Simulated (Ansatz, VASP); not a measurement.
## Two plane-wave programs on Ta

```
CELL_PARAMETERS angstrom
0.00000 3.99765 3.99765
3.99765 0.00000 3.99765
3.99765 3.99765 0.00000
ATOMIC_POSITIONS crystal
Ta 0.62500 0.62500 0.62500
Ta 0.62500 0.62500 0.12500
Ta 0.62500 0.12500 0.62500
Ta 0.12500 0.62500 0.62500
Ta 0.00000 0.00000 0.00000
Ta 0.25000 0.25000 0.25000
```

Alike in both runs: task relaxation of cell and atoms; functional PBE; k mesh 4 × 4 × 4; occupations gaussian, width 0.1 eV; no spin polarisation.

|  | VASP | Ansatz |
| --- | --- | --- |
| version | VASP 6.6.1 | Ansatz 0.2.0 |
| potentials or method | VASP PAW PBE potentials, release 64 (Ta_pv) | scalar-relativistic, plane waves, PAW |
| plane-wave cutoff (eV) | 600 | 420 |
| valence electrons in the cell | 66 | 78 |

```tsv
	VASP	Ansatz	Ansatz less VASP
gap on the k mesh at the Fermi level, each at its own relaxed structure (eV)	none	none	-
relaxed volume (Å³/atom)	18.89	18.87	-0.013
relaxed cell length with the largest relative difference (Å)	5.432	5.430	-0.0013
energy change over the relaxation (meV/atom)	-148	-149	-1.4
```

A gap of «none» marks a metal or a gap that the smearing closes. The two sets of potentials don't hold the same shells in valence.

The runs have no spin-orbit coupling, so splittings on Ta are missing.
